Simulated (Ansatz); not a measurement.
# Moving the knobs of a GW run on BeTe (F-43m)

Aim: change settings of a G0W0 run on BeTe (F-43m) and see what moves.

Program: Ansatz 0.2.0. Level of theory: G0W0 on PBE, plane waves, PAW; PAW set soft_1. Results are calculated unless marked as measured.

### 1. Set-up

The structure is cubic, space group F-43m (No. 216). The conventional cell has a = 5.663 Å, b = 5.663 Å, c = 5.663 Å, α = 90.00°, β = 90.00°, γ = 90.00°. Nearest to Be lie 4 Te at 2.45 Å. Nearest to Te lie 4 Be at 2.45 Å. Farther neighbours and most contacts between anions are not listed.

The cell and positions are those that the Materials Project relaxed with its own functionals (PBE, PBE+U or r2SCAN), kept fixed. Spin-orbit coupling is left out unless a step names it.

### 2. The base run: 4×4×4 mesh, 135 empty bands, screening to 120 eV, PAW set soft_1 files

G0W0 replaces the xc potential by the self-energy, built once from these orbitals. Only a window of levels is corrected, while the sums run over the empty bands that the input names. This step takes PAW set soft_1 files.

File input.yaml:

```yaml
crystal:
  lattice:
    - [0.0, 2.8314587876, 2.8314587876]
    - [2.8314587876, 0.0, 2.8314587876]
    - [2.8314587876, 2.8314587876, 0.0]
  atoms:
    - { symbol: Be, position: [0.0, 0.0, 0.0] }
    - { symbol: Te, position: [0.75, 0.75, 0.75] }
kpoints:
  mp_grid: { grid: [4, 4, 4] }
hamiltonian:
  xc: pbe
  pseudopotentials: { kind: paw, azcp: { folder: soft_1 } }
scf:
  occupations: { method: fixed }
gw:
  n_empty_bands: 135
  ecut_chi: 120
  qp_bands: [v2, c2]
  qp_kpoints: band_edges
  screening: { model: contour_deformation }
```

Run with:

```bash
> ansatz run input.yaml --threads 3 --pin off --max-ram 92160MiB --backend cuda --events-out ev --progress --plain --runs-dir out --devices 1 --max-vram 13GiB
```

Numbers of over 12 decimals in the logs are rounded to 6 here.

The program printed:

```text
GPUs: using 1 of 1 available (devices: 1).
Engine: ansatz 0.2.0, x86_64-unknown-linux-gnu
Pseudopotentials: kind: paw
Pseudopotential: Be, paw, valence charge 2, recommended cutoff 420 eV (normal), soft_1/Be.paw.azcp
Pseudopotential: Te, paw, valence charge 16, recommended cutoff 420 eV (normal), soft_1/Te.paw.azcp
Functional definition: PBE
  parameter kappa = 0.804
  parameter beta = 0.066725
  exchange = pbe_x(kappa = kappa, mu = beta*pi^2/3)
  correlation = pbe_c(beta = beta)
device memory: the entry about to start is reckoned to put 0.8 GiB on a device that reports 43.6 GiB free (of which the cap on the GPU budget leaves the run 13.0 GiB)
GPU FFT provider: cuFFT
GPU libraries: cuBLAS 13.8.2, cuFFT 12.4.0, cuSOLVER 12.3.4
Crystal: 2 atoms, lattice volume = 45.401 Å³
Basis set: ecut = 420 eV, 893 PW (Γ)
Bands: 13, of which v1, the nominal top of the filled ones, is band 9 counted from 1 (8 counted from 0)
Symmetry: 24 space group operations
Space group: F-43m (ITA 216), of the structure as read, at distance tolerance 3.6e-5 Å
k-points: 8 of 64 (time reversal used)
Non-local potential: Be, projectors of the file, l = 0: 2, l = 1: 2, l = 2: 1
Non-local potential: Te, projectors of the file, l = 0: 2, l = 1: 2, l = 2: 2, l = 3: 1
PAW form: soft (Blöchl's): semilocal exchange-correlation on the pseudo side does not see the compensation charge
PAW one-centre angular grid: Be, 110 points (default); XC on 64 Gauss nodes
PAW one-centre angular grid: Te, 590 points (default); XC on 64 Gauss nodes
Initial density: superposition of atomic densities (chi_scale 0.1, normalization cell, long waves kept (reshape's long-wave potential 0.00 eV rms))
Initial wavefunctions: pseudopotential atomic-orbital guess
GPU buffer pool allocated for 19683 grid points (all kernels)
GPU transforms: local potential and band sums: pruned to the plane-wave sphere, on 25×27×27
Functional: x = pbe(κ = 0.804, μ = 0.219515), c = pbe(β = 0.066725)
SCF iter   1: F=—  HF=-7073.586277 eV  |F-HF|=—  |Δ(HF+E_count)|=         —  Δρ=3.08e-2  dr2=5.06e-1  ethr=3.10e-3  ⟨swp⟩=5.0  Hψ=571  notcnv=0  defer=13
preconditioner: auto → none  [insulator: Δε(μ)=2.007 eV  Ē_g=10.079 eV  n_scr=14 (ndim 8)  ℏωp=15.6 eV  f_vac=0.000  ε∞_Penn≈3.4]
SCF iter   2: F=—  HF=-7073.465469 eV  |F-HF|=—  |Δ(HF+E_count)|=   1.21e-1  Δρ=1.25e-2  dr2=6.09e-2  ethr=2.81e-3  ⟨swp⟩=2.0  Hψ=189  notcnv=0  defer=11
SCF iter   3: F=—  HF=-7073.463494 eV  |F-HF|=—  |Δ(HF+E_count)|=   1.97e-3  Δρ=2.85e-3  dr2=2.54e-3  ethr=3.38e-4  ⟨swp⟩=2.4  Hψ=156  notcnv=0  defer=13
SCF iter   4: F=—  HF=-7073.463723 eV  |F-HF|=—  |Δ(HF+E_count)|=   2.29e-4  Δρ=7.64e-4  dr2=1.98e-4  ethr=1.41e-5  ⟨swp⟩=4.0  Hψ=211  notcnv=0  defer=13
[...]
E_nonlocal   = 71.685535
  E_hartree    = 871.660747
  E_xc         = -141.338882
  E_vxc        = -120.794513  (∫ρ·V_xc dr)
  E_paw        = -4733.729745  (= ΣΔE_a)
  E_vpaw       = -403.938770  (= ΣTr[D̂ρ^β])
  E_aug_tail   = 0.000087  (compensation charges beyond the density's cutoff)
  E_ewald      = -1580.841214
  E_smearing   = -0.000000  (= −TS)
  E_closure    = 0.000000  (closes the sum)
  Σ components = -7073.463755   (vs F -7073.463755, Δ=0.00e0)
--- Band table (eV; the first three rows and the last of 8) ---
  k-point 0: bands = [... 5 lower, -4.9926, 7.1963, 7.1963, 7.1963, 10.8246, 10.8246, 10.8246, 10.8991]
  k-point 1: bands = [... 5 lower, -4.4517, 3.9341, 6.5401, 6.5401, 10.4767, 11.6878, 11.6878, 14.1494]
  k-point 2: bands = [... 5 lower, -3.6887, 1.7617, 6.0913, 6.0913, 10.2315, 11.8055, 11.8055, 15.0259]
  k-point 7: bands = [... 5 lower, -3.1818, 2.6836, 3.5912, 4.0691, 12.4889, 12.7236, 12.7782, 13.3268]
--- G₀W₀: contour deformation, 6 samples at zero and on the imaginary axis and 2 off it, 64 q-points, 135 empty bands' worth ---
  eigenvalues of the whole cell's RPA ε∞ on this k-mesh (on a slab, of 1 + 4πα/V) = 9.0261, 9.0261, 9.0261; static W/v taken at q = 0 is 0.110789
  bands read: the sum over 144 bands ends inside a degenerate multiplet in 2 slots, whose members it reads at an even weight; the widest, k=2: bands 144 to 145 (counted from 1) at 1/2 each
  gw.qp_kpoints: band_edges: 5 of 8 stored k-points solved, in 1 pass; an edge of the gap read off the rows below is read off those points alone
    valence top: of the k-points left out ik 5 came nearest to being solved in a further pass, in band 9 (counted from 1, as in the quasiparticle table): it holds the edge there only if its correction is more favourable than any solved in that band by at least 1.176 eV; those differ by 0.130 eV
    conduction bottom: of the k-points left out ik 4 came nearest to being solved in a further pass, in band 10 (counted from 1, as in the quasiparticle table): it holds the edge there only if its correction is more favourable than any solved in that band by at least 0.969 eV; those differ by 0.250 eV
    ik  band        ε_KS         Σx   Σc(E_QP)       V_xc       Z   E_QP_lin       E_QP  E_QP is
     0     8      7.1963   -16.2488     1.1837   -14.3537  0.7898     6.4802     6.4849  root
     0     9      7.1963   -16.2488     1.1837   -14.3537  0.7898     6.4802     6.4849  root
     0    10     10.8246    -6.1253    -4.2454   -10.6867  0.7815    11.1418    11.1406  root
     0    11     10.8246    -6.1253    -4.2454   -10.6867  0.7815    11.1418    11.1406  root
     1     8      6.5401   -15.7945     1.3360   -13.7258  0.7846     5.8020     5.8074  root
     1     9      6.5401   -15.7945     1.3360   -13.7258  0.7846     5.8020     5.8074  root
     1    10     10.4767    -7.1216    -4.2768   -11.6755  0.7858    10.7546    10.7538  root
     1    11     11.6878    -6.2653    -4.4619   -11.0462  0.7763    12.0081    12.0067  root
[...]
6     8      4.6131   -15.3826     2.0431   -12.4984  0.7648     3.7615     3.7721  root
     6     9      4.6131   -15.3826     2.0431   -12.4984  0.7648     3.7615     3.7721  root
     6    10      9.2132    -5.3922    -3.8485    -9.3065  0.8019     9.2789     9.2789  root
     6    11      9.8893    -6.2651    -3.8849   -10.2550  0.7935     9.9945     9.9943  root
[key lines of the parts left out:]
SCF converged after 6 iterations
Free energy (F): -7073.463755 eV
Fermi energy:    7.196253 eV
```

Elapsed: 12 s, on 1 × NVIDIA H100 80GB HBM3 (shared by 6 runs) with 3 threads of AMD EPYC 7R13 (Zen 3), shared host; peak memory 1 GiB; 13 s of CPU time.

Reading the cycles: dr2 is the Hartree energy of the density residual (eV), the measure of convergence; HF is the Harris–Foulkes estimate of the energy, which meets the free energy F at convergence.

Numbers from this step:

| Property | Result |
| --- | --- |
| bands summed | 144 |
| RPA ε∞ on this mesh (eigenvalues) | 9.026, 9.026, 9.026 |
| plane waves in the screening matrix | 137 |
| q-points in the mesh | 64 |
| G0W0 gap on the mesh | 2.794 eV |
| k of the valence top | 0, 0, 0 |
| k of the conduction bottom | 0, -0.5, -0.5 |
| starting gap on the mesh | 2.017 eV |
| Z at the valence top | 0.7898 |
| Z at the conduction bottom | 0.8019 |
| least direct G0W0 gap on the computed points | 4.656 eV |

The gap on the mesh goes from 2.02 eV to 2.79 eV, a correction of +0.78 eV. Between the two edge states, bare exchange in place of the xc potential would open the gap by 5.81 eV, and correlation takes back 5.03 eV.

### 3. Variant: norm-conserving files, smooth pair densities

This step: G0W0 on PBE, plane waves, norm-conserving pseudopotentials.

input.yaml, the sections that differ from step 2:

```yaml
hamiltonian:
  xc: pbe
  pseudopotentials: { kind: nc }
gw:
  n_empty_bands: 73
  ecut_chi: 80
  qp_bands: [v2, c2]
  qp_kpoints: band_edges
  screening: { model: contour_deformation }
  pair_densities: pseudo
# crystal, kpoints, scf: as in step 2
```

The program printed:

```text
GPUs: using 1 of 1 available (devices: 1).
[...]
GPU FFT provider: cuFFT
GPU libraries: cuBLAS 13.8.2, cuFFT 12.4.0, cuSOLVER 12.3.4
Crystal: 2 atoms, lattice volume = 45.401 Å³
Basis set: ecut = 1800 eV, 7799 PW (Γ)
Bands: 14, of which v1, the nominal top of the filled ones, is band 10 counted from 1 (9 counted from 0)
Symmetry: 24 space group operations
[...]
k-points: 8 of 64 (time reversal used)
[...]
GPU buffer pool allocated for 216000 grid points (all kernels)
[...]
SCF iter   1: F=—  HF=-3243.615663 eV  |F-HF|=—  |Δ(HF+E_count)|=         —  Δρ=3.34e-2  dr2=7.08e-1  ethr=3.10e-3  ⟨swp⟩=5.0  Hψ=603  notcnv=0  defer=10
[...]
SCF iter   7: F=-3243.413337 eV  HF=-3243.413337 eV  |F-HF|=1.44e-9  |Δ(HF+E_count)|=   6.31e-8  Δρ=3.85e-6  dr2=2.89e-9  ethr=5.00e-10  ⟨swp⟩=3.0  Hψ=256  notcnv=0
SCF 1 converged in 7 iterations: F = -3243.413337 eV  dr2 = 2.89e-9
[...]
NSCF: frozen V_eff on 8 k-points
[...]
G₀W₀ screening: q 1/8
[... further progress lines ...]
[...]
SCF converged after 7 iterations
Free energy (F): -3243.413337 eV
[...]
Internal energy: -3243.413337 eV  (E = F + TS)
E sigma→0 (E₀):  -3243.413337 eV
Fermi energy:    7.510179 eV
[...]
--- Band table (eV; the first three rows and the last of 8) ---
  k-point 0: bands = [... 6 lower, -4.6783, 7.5102, 7.5102, 7.5102, 11.1446, 11.1446, 11.1446, 11.2120]
  k-point 1: bands = [... 6 lower, -4.1384, 4.2502, 6.8552, 6.8552, 10.7948, 12.0065, 12.0065, 14.4636]
  k-point 2: bands = [... 6 lower, -3.3770, 2.0791, 6.4067, 6.4067, 10.5503, 12.1243, 12.1243, 15.3439]
  k-point 7: bands = [... 6 lower, -2.8713, 3.0019, 3.9082, 4.3857, 12.8022, 13.0404, 13.0990, 13.6457]
[...]
0     9      7.5102   -15.3840     1.8779   -12.4941  0.7912     6.4883     6.4981  root
     0    10      7.5102   -15.3840     1.8779   -12.4941  0.7912     6.4883     6.4981  root
     0    11     11.1446    -5.4957    -4.1620   -10.1378  0.7833    11.6274    11.6246  root
     0    12     11.1446    -5.4957    -4.1620   -10.1378  0.7833    11.6274    11.6246  root
     1     9      6.8552   -15.0326     1.9501   -12.1029  0.7860     5.8656     5.8756  root
     1    10      6.8552   -15.0326     1.9501   -12.1029  0.7860     5.8656     5.8756  root
     1    11     10.7948    -6.1869    -4.1601   -10.6637  0.7875    11.1126    11.1115  root
     1    12     12.0065    -5.5742    -4.3114   -10.3200  0.7783    12.4436    12.4408  root
[...]
7     9      3.9082   -14.4835     2.8097   -10.6385  0.7523     2.8512     2.8729  root
     7    10      4.3857   -14.1260     2.4993   -10.6637  0.7610     3.4063     3.4228  root
     7    11     12.8022    -5.5584    -3.9661    -9.5628  0.7870    12.8406    12.8406  root
     7    12     13.0404    -4.8445    -5.0193   -10.2519  0.7595    13.4320    13.4286  root
```

The job ended after 13 s (1 × NVIDIA H100 80GB HBM3 (shared by 6 runs) with 3 threads; peak memory 1.1 GiB; 9.9 s of CPU time).

The G0W0 gap on the mesh is 3.184 eV.

Against the base:

```csv
setting,base,variant
files,PAW set soft_1,norm-conserving
empty bands,135,73
screening cutoff (eV),120,80
pair densities,-,pseudo
```

```csv
quantity,variant,base
starting gap on the mesh,2.020,2.017
G0W0 gap on the mesh,3.184,2.794
least direct G0W0 gap on the computed points,5.127,4.656
Z at the valence top,0.791,0.790
Z at the conduction bottom,0.803,0.802
```

### 4. Variant: low screening cutoff

This step: G0W0 on PBE, plane waves, PAW; PAW set soft_1.

input.yaml, the sections that differ from step 3:

```yaml
hamiltonian:
  xc: pbe
  pseudopotentials: { kind: paw, azcp: { folder: soft_1 } }
gw:
  n_empty_bands: 135
  ecut_chi: 25
  qp_bands: [v2, c2]
  qp_kpoints: band_edges
  screening: { model: contour_deformation }
# crystal, kpoints, scf: as in step 3
```

The program printed:

```text
GPUs: using 1 of 1 available (devices: 1).
[...]
GPU FFT provider: cuFFT
GPU libraries: cuBLAS 13.8.2, cuFFT 12.4.0, cuSOLVER 12.3.4
Crystal: 2 atoms, lattice volume = 45.401 Å³
Basis set: ecut = 420 eV, 893 PW (Γ)
Bands: 13, of which v1, the nominal top of the filled ones, is band 9 counted from 1 (8 counted from 0)
Symmetry: 24 space group operations
[...]
k-points: 8 of 64 (time reversal used)
[...]
GPU buffer pool allocated for 19683 grid points (all kernels)
[...]
SCF iter   1: F=—  HF=-7073.586277 eV  |F-HF|=—  |Δ(HF+E_count)|=         —  Δρ=3.08e-2  dr2=5.06e-1  ethr=3.10e-3  ⟨swp⟩=5.0  Hψ=571  notcnv=0  defer=13
[...]
SCF iter   6: F=-7073.463755 eV  HF=-7073.463755 eV  |F-HF|=5.93e-8  |Δ(HF+E_count)|=   3.28e-6  Δρ=1.02e-5  dr2=2.84e-8  ethr=5.56e-10  ⟨swp⟩=5.6  Hψ=552  notcnv=0
SCF 1 converged in 6 iterations: F = -7073.463755 eV  dr2 = 2.84e-8
[...]
G₀W₀ screening: q 1/8
[... further progress lines ...]
[...]
SCF converged after 6 iterations
Free energy (F): -7073.463755 eV
[...]
Internal energy: -7073.463755 eV  (E = F + TS)
E sigma→0 (E₀):  -7073.463755 eV
Fermi energy:    7.196253 eV
[...]
--- Band table (eV; the first three rows and the last of 8) ---
  k-point 0: bands = [... 5 lower, -4.9926, 7.1963, 7.1963, 7.1963, 10.8246, 10.8246, 10.8246, 10.8991]
  k-point 1: bands = [... 5 lower, -4.4517, 3.9341, 6.5401, 6.5401, 10.4767, 11.6878, 11.6878, 14.1494]
  k-point 2: bands = [... 5 lower, -3.6887, 1.7617, 6.0913, 6.0913, 10.2315, 11.8055, 11.8055, 15.0259]
  k-point 7: bands = [... 5 lower, -3.1818, 2.6836, 3.5912, 4.0691, 12.4889, 12.7236, 12.7782, 13.3268]
[...]
0     8      7.1963   -16.2488     1.8223   -14.3537  0.8017     7.1234     7.1235  root
     0     9      7.1963   -16.2488     1.8223   -14.3537  0.8017     7.1234     7.1235  root
     0    10     10.8246    -6.1253    -3.9374   -10.6867  0.7903    11.4534    11.4487  root
     0    11     10.8246    -6.1253    -3.9374   -10.6867  0.7903    11.4534    11.4487  root
     1     8      6.5401   -15.7945     1.9280   -13.7258  0.7957     6.3992     6.3995  root
     1     9      6.5401   -15.7945     1.9280   -13.7258  0.7957     6.3992     6.3995  root
     1    10     10.4767    -7.1216    -3.9636   -11.6755  0.7939    11.0710    11.0669  root
     1    11     11.6878    -6.2653    -4.1359   -11.0462  0.7853    12.3385    12.3327  root
[...]
6     8      4.6131   -15.3826     2.5314   -12.4984  0.7734     4.2587     4.2604  root
     6     9      4.6131   -15.3826     2.5314   -12.4984  0.7734     4.2587     4.2604  root
     6    10      9.2132    -5.3922    -3.7072    -9.3065  0.8051     9.4206     9.4202  root
     6    11      9.8893    -6.2651    -3.6621   -10.2550  0.8000    10.2183    10.2172  root
```

The job ended after 13 s (1 × NVIDIA H100 80GB HBM3 (shared by 6 runs) with 3 threads; peak memory 1 GiB).

Against the base:

```csv
setting,base,variant
screening cutoff (eV),120,25
```

```csv
quantity,variant,base
starting gap on the mesh,2.017,2.017
G0W0 gap on the mesh,2.297,2.794
least direct G0W0 gap on the computed points,4.325,4.656
Z at the valence top,0.802,0.790
Z at the conduction bottom,0.805,0.802
```

### 5. Summary of results

| Item | Value |
| --- | --- |
| base | 2.79 eV, 12 s |
| norm-conserving files, smooth pair densities | 3.18 eV, 13 s |
| low screening cutoff | 2.30 eV, 13 s |

**Reading.** Norm-conserving files, smooth pair densities: the gap moves by +0.39 eV (the plane-wave cutoff goes from 420 to 1800 eV). The variant differs from the base in files, empty bands, screening cutoff and pair densities together, so the change can't be laid to one of them. Low screening cutoff: the gap moves by −0.50 eV; such settings are too crude to quote. All runs here use a coarse mesh and modest cutoffs; they test settings and are not final values. The 4×4×4 mesh is coarse for this cell (its supercell is 16 Å along the shortest edge). The RPA ε∞ on it, from the PBE start, is 9.03; such meshes misread the long-range screening, most where the gap is narrow. The many-body steps are scalar-relativistic: spin-orbit coupling is not in them.

[Paths, hosts, dates, memory and timing lines, banners, echoed tables and standing remarks are left out of the program output.]

[Logs are printed without paths, hosts, clocks, repeated set-up lines and the standing remarks that a program may print on its own settings, such as how far it seeks lower states.]

[Runs of the session that timed out or met a known fault of the program may be left out.]

[Cells called generated may have been cut or substituted from an entry of the Crystallography Open Database or the Materials Project.]

[Hosts, paths, dates, database ids (printed as entryN), source tags and the programs' standing remarks are cut or masked in the printed files.]
